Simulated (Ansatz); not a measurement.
# Σ9 (221) boundary in fcc Pt with Ru (substitutional): structure and resistance, part 2 of 2

Aim: the relaxed structure and the specific resistance of the Σ9 (221) boundary in fcc Pt with Ru (substitutional).

Ansatz 0.2.0; Ansatz plane-wave DFT, PBE, PAW files; relaxation of a bicrystal slab with its lowest layers held; PAW set soft_1 (the session's first sound run).

So far. Step 2 (Relaxing the bicrystal): The largest force component on a free atom ends at 0.0092 eV/Å, under the tolerance of 0.03, after 9 steps.

## 3. Transmission across the boundary

Bulk layers of each grain are laid under and over the relaxed boundary, and a lead is named in the middle of each, away from the free faces. The mesh across the current, 22×8, is finer than the density's, because channels open and close sharply across the zone. Energies from -0.1 to 0.1 eV in steps of 0.05 eV are too few for the program's thermal sum, so it prints no conductance; for a metal the transmission near the Fermi level serves, at a fraction of the cost.

This step: Ansatz plane-wave DFT, PBE, PAW files; ballistic transport by layer matching (Landauer), zero bias; boundary relaxed in a short slab, bulk layers laid on; PAW set soft_1 (Ansatz 0.2.0).

System of this step: Σ9 (221) boundary in fcc Pt with Ru (substitutional). The cell holds 66 atoms: 65 Pt and 1 Ru. Its edges and angles: a = 2.773 Å, b = 8.319 Å, c = 51.151 Å, α = 90.0°, β = 90.0°, γ = 90.0°. It derives from Pt. Regions: lower grain, 27 atoms (27 Pt); boundary, 18 atoms (17 Pt and 1 Ru); upper grain, 21 atoms (21 Pt). Vacuum lies along c.

File input.yaml:

```yaml
crystal:
  lattice:
    - [2.7731313745, 0.0, 0.0]
    - [0.0, 8.3193941234, 0.0]
    - [0.0, 0.0, 51.1505163907]
  atoms:
    - { symbol: Pt, position: [-17.9999999995, -9.9999999997, 0.078200579] }
    - { symbol: Pt, position: [-17.4999999995, -9.7222222219, 0.0909792053] }
    - { symbol: Pt, position: [-16.9999999995, -9.4444444442, 0.1037578316] }
    - { symbol: Pt, position: [-16.4999999996, -9.1666666664, 0.1165364579] }
    - { symbol: Pt, position: [-15.9999999996, -8.8888888886, 0.1293150842] }
    - { symbol: Pt, position: [-15.4999999996, -8.6111111109, 0.1420937105] }
    - { symbol: Pt, position: [-14.9999999996, -8.3333333331, 0.1548723368] }
    - { symbol: Pt, position: [-14.4999999996, -8.0555555553, 0.167650963] }
    - { symbol: Pt, position: [-13.9999999997, -7.7777777776, 0.1804295893] }
    - { symbol: Pt, position: [-13.4999999997, -7.4999999998, 0.1932082156] }
    - { symbol: Pt, position: [-12.9999999997, -7.222222222, 0.2059868419] }
    - { symbol: Pt, position: [-12.4999999997, -6.9444444442, 0.2187654682] }
    - { symbol: Pt, position: [-11.9999999997, -6.6666666665, 0.2315440945] }
    - { symbol: Pt, position: [-11.4999999997, -6.3888888887, 0.2443227208] }
    - { symbol: Pt, position: [-10.9999999998, -6.1111111109, 0.257101347] }
    - { symbol: Pt, position: [-10.4999999998, -5.8333333332, 0.2698799733] }
    - { symbol: Pt, position: [-9.9999999998, -5.5555555554, 0.2826585996] }
    - { symbol: Pt, position: [-9.4999999998, -5.2777777776, 0.2954372259] }
    - { symbol: Pt, position: [-8.9999999998, -4.9999999998, 0.3082158522] }
    - { symbol: Pt, position: [-8.4999999999, -4.7222222221, 0.3209944785] }
    - { symbol: Pt, position: [-7.9999999999, -4.4444444443, 0.3337731048] }
    - { symbol: Pt, position: [-7.4999999999, -4.1666666665, 0.346551731] }
    - { symbol: Pt, position: [-6.9999999999, -3.8888888888, 0.3593303573] }
    - { symbol: Pt, position: [-6.4999999999, -3.611111111, 0.3721089836] }
    - { symbol: Pt, position: [-5.9999999999, -3.3333333332, 0.3848876099] }
    - { symbol: Pt, position: [-5.5, -3.0555555554, 0.3976662362] }
    - { symbol: Pt, position: [-5.0, -2.7777777777, 0.4104448625] }
    - { symbol: Pt, position: [0.5, 0.5000000001, 0.4232234888] }
    - { symbol: Pt, position: [0.0, 0.7844325072, 0.4373571948] }
    - { symbol: Pt, position: [0.5, 0.063383072, 0.4507792268] }
    - { symbol: Pt, position: [0.0, 0.3401220561, 0.4635069753] }
    - { symbol: Pt, position: [0.5, 0.624673128, 0.475348051] }
    - { symbol: Pt, position: [0.0, 0.9020226143, 0.4907021428] }
    - { symbol: Pt, position: [0.5, 0.1821237663, 0.5051438058] }
    - { symbol: Pt, position: [0.0, 0.4592247405, 0.5137147501] }
    - { symbol: Pt, position: [0.5, 0.7389648918, 0.5310798866] }
    - { symbol: Ru, position: [0.0, 0.0142703438, 0.5398656951] }
    - { symbol: Pt, position: [0.0, 0.5112669051, 0.5632634758] }
    - { symbol: Pt, position: [0.5, 0.2211679885, 0.5721342654] }
    - { symbol: Pt, position: [0.0, 0.9482026769, 0.5882385977] }
    - { symbol: Pt, position: [0.5, 0.6779333133, 0.6007076825] }
    - { symbol: Pt, position: [0.0, 0.3915259041, 0.6134294539] }
    - { symbol: Pt, position: [0.5, 0.1158254772, 0.6279066283] }
    - { symbol: Pt, position: [0.0, 0.8310407048, 0.6406709306] }
    - { symbol: Pt, position: [0.5, 0.5475436385, 0.653448269] }
    - { symbol: Pt, position: [-5.0, -2.7302341392, 0.6662268952] }
    - { symbol: Pt, position: [-5.5, -3.008011917, 0.6790055215] }
    - { symbol: Pt, position: [-5.9999999999, -3.2857896948, 0.6917841478] }
    - { symbol: Pt, position: [-6.4999999999, -3.5635674725, 0.7045627741] }
    - { symbol: Pt, position: [-6.9999999999, -3.8413452503, 0.7173414004] }
    - { symbol: Pt, position: [-7.4999999999, -4.1191230281, 0.7301200267] }
    - { symbol: Pt, position: [-7.9999999999, -4.3969008059, 0.742898653] }
    - { symbol: Pt, position: [-8.4999999999, -4.6746785836, 0.7556772792] }
    - { symbol: Pt, position: [-8.9999999998, -4.9524563614, 0.7684559055] }
    - { symbol: Pt, position: [-9.4999999998, -5.2302341392, 0.7812345318] }
    - { symbol: Pt, position: [-9.9999999998, -5.5080119169, 0.7940131581] }
    - { symbol: Pt, position: [-10.4999999998, -5.7857896947, 0.8067917844] }
    - { symbol: Pt, position: [-10.9999999998, -6.0635674725, 0.8195704107] }
    - { symbol: Pt, position: [-11.4999999997, -6.3413452502, 0.832349037] }
    - { symbol: Pt, position: [-11.9999999997, -6.619123028, 0.8451276632] }
    - { symbol: Pt, position: [-12.4999999997, -6.8969008058, 0.8579062895] }
    - { symbol: Pt, position: [-12.9999999997, -7.1746785836, 0.8706849158] }
    - { symbol: Pt, position: [-13.4999999997, -7.4524563613, 0.8834635421] }
    - { symbol: Pt, position: [-13.9999999997, -7.7302341391, 0.8962421684] }
    - { symbol: Pt, position: [-14.4999999996, -8.0080119169, 0.9090207947] }
    - { symbol: Pt, position: [-14.9999999996, -8.2857896946, 0.921799421] }
kpoints:
  mp_grid: { grid: [9, 3, 1] }
hamiltonian:
  xc: pbe
  pseudopotentials: { kind: paw, azcp: { folder: soft_1 } }
scf:
  occupations: { method: fermi_dirac, width: 0.1 }
output:
  transmission:
    leads: [[14, 15], [54, 55]]
    kmesh: [22, 8]
    e_range: [-0.1, 0.1]
    de: 0.05
  write_potential: true
  write_density: true
  volumetric_format: npy
  elf: true
```

Run with:

```sh
ansatz run input.yaml --threads 4 --pin off --max-ram 15360MiB --backend cpu --events-out ev --progress --plain --runs-dir out
```

Numbers of over 12 decimals in the logs are rounded to 6 here.

Log:

```text
[...]
Crystal: 66 atoms, lattice volume = 1180.082 Å³
Basis set: ecut = 420 eV, 23165 PW (Γ)
Bands: 712, of which v1, the nominal top of the filled ones, is band 593 counted from 1 (592 counted from 0)
Symmetry: 2 space group operations
[...]
k-points: 10 of 27 (time reversal used)
[...]
SCF iter   1: F=—  HF=-820003.002462 eV  |F-HF|=—  |Δ(HF+E_count)|=         —  Δρ=8.18e-2  dr2=1.52e2  ethr=3.10e-3  ⟨swp⟩=6.0  Hψ=24548  notcnv=0  defer=481
[...]
SCF iter  13: F=-819979.931272 eV  HF=-819979.931272 eV  |F-HF|=5.45e-8  |Δ(HF+E_count)|=   1.77e-8  Δρ=1.17e-6  dr2=5.63e-8  ethr=8.43e-12  ⟨swp⟩=12.5  Hψ=27307  notcnv=0
SCF 1 converged in 13 iterations: F = -819979.931272 eV  dr2 = 5.63e-8
[...]
transmission: 432 of 4320 steps passed
transmission: 864 of 4320 steps passed
[...]
transmission: 4320 of 4320 steps passed
WARN: The output density's exchange-correlation potential varies sharply where the density is thin. Do not read a vacuum level from v_tot or v_xc, or from such a field of the output density. On a cell that repeats whose density bears no net charge and no dipole along the vacuum's axis use v_es (v_loc + v_h of the components); under efield.dipole_correction with no amplitude use v_es + v_field, which holds any externa [...]
SCF converged after 13 iterations
Free energy (F): -819979.931272 eV
[...]
Internal energy: -819976.387388 eV  (E = F + TS)
E sigma→0 (E₀):  -819978.159330 eV
Entropy (-TS):   -3.543885 eV (-53.695 meV/atom)
Fermi energy:    18.816707 eV
[...]
--- Band table (eV; the first three rows and the last of 10) ---
  k-point 0: bands = [... 589 lower, 18.4140, 18.4221, 18.4254, 18.4708, 18.4960, 18.5073, 18.5099, 18.5221, ... 115 higher]
  k-point 1: bands = [... 589 lower, 18.5449, 18.5673, 18.5750, 18.6116, 18.6141, 18.6366, 18.6498, 18.6540, ... 115 higher]
  k-point 2: bands = [... 589 lower, 18.5601, 18.5647, 18.5819, 18.5909, 18.5937, 18.5978, 18.6226, 18.6251, ... 115 higher]
  k-point 9: bands = [... 589 lower, 19.1641, 19.1861, 19.1947, 19.2188, 19.2650, 19.2877, 19.3934, 19.4998, ... 115 higher]
--- Transmission ---
  basis      : 203 plane waves across, 72 finite elements along
  points     : 60, standing for a mesh of 22 x 8
  energies   : 5 from -0.100000 to 0.100000 eV about the Fermi level, 0.050000 eV apart; the leads are filled to 0.000000 eV, and channels, transmission and decay are at 0.000000 eV
  crystal 0  : Pt4, at the sites [14, 15], period 2.6145 Å, over 18.30 Å; its Hamiltonian steps by up to 27.6 meV: too much for a lead, lay more layers or, if its atoms are ordered, name the step of that order
    offset         : up to 0.0000 Å between an atom of the period and one for which it stands
    channels       : 6.085227e0 a spin
    conductance    : none, the energies end too early or step too widely for 300 K: set another output.transmission.e_range or a lower de, or, where they end at an eighth of basis.ecutwfc, a higher one
[...]
channels       : 6.085227e0 a spin
[...]
junction   : crystal 0 to crystal 1, 12.82 to 38.33 Å
    transmission   : 2.159649e0 a spin
[...]
```

The job ended after 28 min (4 threads of Arm Neoverse V1, shared host; peak memory 9.8 GiB; 1.8 h of CPU time).

Reading the cycles: dr2 is the Hartree energy of the density residual (eV), the measure of convergence; HF is the Harris–Foulkes estimate of the energy, which meets the free energy F at convergence.

Numbers from this step:

- free energy: -819979.9313 eV
- energy at zero smearing: -819978.1593 eV
- Fermi energy: 18.82 eV
- cell area: 23.07 Å²
- transmission per spin nearest the Fermi level: 2.160
- open channels per spin nearest the Fermi level: 6.085
- open channels per spin, upper lead: 6.085
- step of the lead's potential: 27.6 meV
- step of the upper lead's potential: 26.7 meV

Per spin. Table of transmission, zone mean by energy, zero at the Fermi level:

```tsv
energy (eV)	transmission, zone mean
-0.1000	2.37
-0.0500	2.29
0.0000	2.16
0.0500	2.02
0.1000	1.89
```

Per spin. Open channels, zone mean against energy, zero at the Fermi level:

```tsv
energy (eV)	lead	upper lead
-0.1000	6.93	6.91
-0.0500	6.56	6.56
0.0000	6.09	6.09
0.0500	5.44	5.46
0.1000	4.96	4.94
```

Transmission over k1 and k2. At 0.0000 eV from the Fermi level.

Ten even steps from '0' (1.04) to '9' (4.17):
```
7721343213494312343127
6433431032262230134334
2435432331353133234534
0401465411555114564104
2435432331353133234534
6433431032262230134334
7721343213494312343127
8610333343575343333016
```
Columns: k1 (b1) from -0.5 to 0.455; rows upwards: k2 (b2) from -0.5 to 0.375.

Open channels over k1 and k2. At 0.0000 eV from the Fermi level.

Ten even steps from '_' (4.0) to '@' (10.0):
```
@@**--....--..____--**%%**--____..--....--**
------++....__..----..++..----..__....++----
------++++++**----__..++..__----**++++++----
----__++%%%%%%**____++++++____**%%%%%%++__--
------++++++**----__..++..__----**++++++----
------++....__..----..++..----..__....++----
@@**--....--..____--**%%**--____..--....--**
@@**____------------******------------____**
```
Columns: k1 (b1) from -0.5 to 0.455; rows upwards: k2 (b2) from -0.5 to 0.375.

Electrostatic potential energy in the cb plane at fractional x = 0.000, with atoms of Pt and Ru within 0.2 Å of it. With pseudopotentials it is smooth inside the atoms' cores, unlike the true potential.

Ten even steps from '0' (-55 eV) to '9' (22 eV), each cell a mean:
```
99999999999998411489720037850002799988999999
99999999899996200169875579951003799744689999
99999985458996200269999999984236897300279999
99999851015898522589999999998778997200169987
77899830003899877899999999999999998310279862
22489851015899999999999999999999999754689830
00169985458999999999999999999999999998999830
00169999899999999999999998899999999999999862
21479999999999999999999975468999999999999987
76899999999999999855689841026999999999999999
99999999999999998410269720005899878999999999
99999999999888997200058841026986324799999999
99999999996335898300169975468983001599999999
99999999973001699743589999899973001589976689
99976689972001599988999999999985213799731258
99731258984113799999999999999998767999510027
98510037998657999999999999999999999999510038
98510038999999999999999999999999999999842369
89742369999999999999998899999999999999987899
89987899999999999999864468999999999999999999
99999999999999999999720027997678999999999999
99999999999999876899600016873125899999999999
```
Columns run along c (16.0 Å, from fractional 0.38 to 0.69 of the cell; values clipped at the 3rd and 97th percentile), rows up along b (8.3 Å). Atoms in or near the plane, at fractional coordinates: Pt at (0.38, 0.67), Pt at (0.41, 0.22), Pt at (0.44, 0.78), Pt at (0.46, 0.34), Pt at (0.49, 0.90), Pt at (0.51, 0.46), Ru at (0.54, 0.01), Pt at (0.56, 0.51), Pt at (0.59, 0.95), Pt at (0.61, 0.39), Pt at (0.64, 0.83), Pt at (0.67, 0.27), Pt at (0.69, 0.71).

ELF in the cb plane at fractional x = 0.000, with atoms of Pt and Ru within 0.2 Å of it. It is the smooth field of the valence electrons, not physical close to the nuclei.

Values, 12 rows by 16 columns, each cell a mean:
```
0.23 0.25 0.20 0.25 0.25 0.54 0.45 0.34 0.52 0.34 0.55 0.43 0.25 0.36 0.25 0.26
0.22 0.25 0.40 0.42 0.25 0.53 0.44 0.25 0.25 0.24 0.46 0.34 0.35 0.57 0.33 0.25
0.36 0.25 0.49 0.54 0.25 0.31 0.27 0.26 0.24 0.11 0.21 0.25 0.32 0.55 0.33 0.40
0.57 0.32 0.35 0.42 0.25 0.23 0.14 0.24 0.25 0.17 0.20 0.27 0.23 0.30 0.24 0.47
0.55 0.29 0.24 0.19 0.23 0.25 0.22 0.25 0.26 0.42 0.28 0.25 0.16 0.20 0.25 0.33
0.29 0.23 0.26 0.16 0.21 0.24 0.45 0.42 0.35 0.57 0.33 0.26 0.26 0.23 0.25 0.17
0.19 0.18 0.26 0.26 0.39 0.26 0.49 0.51 0.34 0.52 0.33 0.44 0.51 0.24 0.24 0.17
0.23 0.26 0.25 0.36 0.57 0.34 0.35 0.39 0.21 0.28 0.25 0.47 0.53 0.25 0.40 0.34
0.26 0.54 0.38 0.32 0.54 0.30 0.25 0.19 0.11 0.23 0.24 0.31 0.32 0.27 0.56 0.45
0.30 0.56 0.41 0.24 0.27 0.21 0.27 0.21 0.16 0.27 0.23 0.15 0.24 0.25 0.49 0.37
0.26 0.36 0.28 0.26 0.20 0.16 0.26 0.28 0.40 0.24 0.24 0.19 0.25 0.23 0.22 0.25
0.25 0.23 0.15 0.25 0.24 0.30 0.28 0.38 0.56 0.31 0.44 0.38 0.24 0.20 0.17 0.26
```
Columns run along c (16.0 Å, from fractional 0.38 to 0.69 of the cell), rows up along b (8.3 Å). Atoms in or near the plane, at fractional coordinates: Pt at (0.38, 0.67), Pt at (0.41, 0.22), Pt at (0.44, 0.78), Pt at (0.46, 0.34), Pt at (0.49, 0.90), Pt at (0.51, 0.46), Ru at (0.54, 0.01), Pt at (0.56, 0.51), Pt at (0.59, 0.95), Pt at (0.61, 0.39), Pt at (0.64, 0.83), Pt at (0.67, 0.27), Pt at (0.69, 0.71).

Valence density in the cb plane at fractional x = 0.000, with atoms of Pt and Ru within 0.2 Å of it. It is the smooth field of the valence electrons, not physical close to the nuclei.

Values in units of 1e0 e/Å³, 12 rows by 16 columns, each cell a mean:
```
0.3 0.3 0.2 0.3 0.4 6.0 3.2 1.2 4.2 0.7 7.8 4.2 0.4 1.3 0.4 0.3
0.2 0.3 2.1 2.8 0.5 6.4 3.5 0.3 0.4 0.3 2.8 1.5 1.4 8.1 1.4 0.3
1.4 0.4 5.1 7.0 0.4 0.8 0.5 0.3 0.2 0.1 0.2 0.3 1.1 6.5 1.1 2.6
8.2 1.0 1.7 2.3 0.3 0.2 0.1 0.3 0.2 0.2 0.2 0.3 0.3 0.7 0.3 4.7
6.2 0.7 0.3 0.2 0.3 0.3 0.3 0.3 0.4 2.1 0.5 0.3 0.2 0.2 0.3 1.1
0.6 0.3 0.3 0.2 0.2 0.3 3.0 2.9 1.4 8.9 1.7 0.4 0.5 0.3 0.3 0.2
0.2 0.2 0.3 0.5 1.8 0.5 5.9 5.9 0.9 5.1 1.0 3.2 4.7 0.3 0.3 0.2
0.3 0.5 0.3 1.9 8.6 1.2 1.6 1.6 0.2 0.5 0.3 4.5 6.4 0.4 2.2 1.2
0.5 5.5 2.0 1.2 5.6 0.7 0.3 0.2 0.1 0.2 0.3 0.8 1.1 0.5 7.8 4.1
0.7 7.9 2.9 0.3 0.5 0.2 0.3 0.2 0.2 0.3 0.3 0.2 0.3 0.4 3.7 1.9
0.4 1.4 0.6 0.3 0.2 0.2 0.3 0.6 1.9 0.3 0.3 0.2 0.3 0.3 0.3 0.3
0.3 0.3 0.2 0.3 0.3 0.7 0.5 2.3 8.4 0.8 3.0 1.6 0.3 0.2 0.2 0.3
```
Columns run along c (16.0 Å, from fractional 0.38 to 0.69 of the cell), rows up along b (8.3 Å). Atoms in or near the plane, at fractional coordinates: Pt at (0.38, 0.67), Pt at (0.41, 0.22), Pt at (0.44, 0.78), Pt at (0.46, 0.34), Pt at (0.49, 0.90), Pt at (0.51, 0.46), Ru at (0.54, 0.01), Pt at (0.56, 0.51), Pt at (0.59, 0.95), Pt at (0.61, 0.39), Pt at (0.64, 0.83), Pt at (0.67, 0.27), Pt at (0.69, 0.71).

Over the solved energies the transmission per spin lies between 1.89 and 2.37, out of 5.99 channels of the lead on average (up to 6.93). The log calls the step of a lead's potential too much.

## 4. Specific resistance

This step: Ansatz plane-wave DFT, PBE, PAW files; ballistic transport by layer matching (Landauer), zero bias; specific resistance of the boundary; PAW set soft_1 (Ansatz 0.2.0).

Numbers from this step:

```
area resistance                      : 0.8921 fΩ m²
T over the leads' mean channel count : 0.3578
```

Averaged over the energies near the Fermi level, 35.8 % of the channels pass, which makes 0.892 fΩ m².

By hand, with T and the leads' channels N averaged over the energies near the Fermi level: RA = A (h/2e²)(1/T − ½[1/N₁ + 1/N₂]) = 23.07×10⁻²⁰ m² × 12 906 Ω × (1/2.144 − ½[1/5.994 + 1/5.990]) = 0.892 fΩ m².

## 5. Summary of results

| Property | Result |
| --- | --- |
| specific resistance of the boundary | 0.892 fΩ m² |
| share of channels that pass | 0.358 |

What this shows: The boundary has a specific resistance of 0.89 fΩ m². The boundary reflects 64 % of the channels; 0.89 fΩ m² is 8.9×10⁻¹² Ω·cm². That equals the resistance of 8.3 nm of bulk Pt at 300 K (measured 10.8 µΩ cm, CRC Handbook of Chemistry and Physics, 84th ed., 2003, Electrical Resistivity of Pure Metals). One Ru in 23.1 Å² of boundary is a high coverage. In the relaxation the upper grain slid sideways by about 0.4 Å, so the result belongs to the position that it found, not to the starting one. Each plane of this narrow cell holds one atom, so the solute fills a whole plane. One starting structure was relaxed; another shift or atom count at the boundary may lie lower. Spin-orbit coupling is left out, which matters for Pt. A lead's potential steps by up to 28 meV from period to period, which the log calls too much, so longer leads could move the result.

[Logs are printed without paths, hosts, clocks, repeated set-up lines and the standing remarks that a program may print on its own settings, such as how far it seeks lower states.]

[Hosts, paths, dates, database ids (printed as entryN), source tags and the programs' standing remarks are cut or masked in the printed files.]
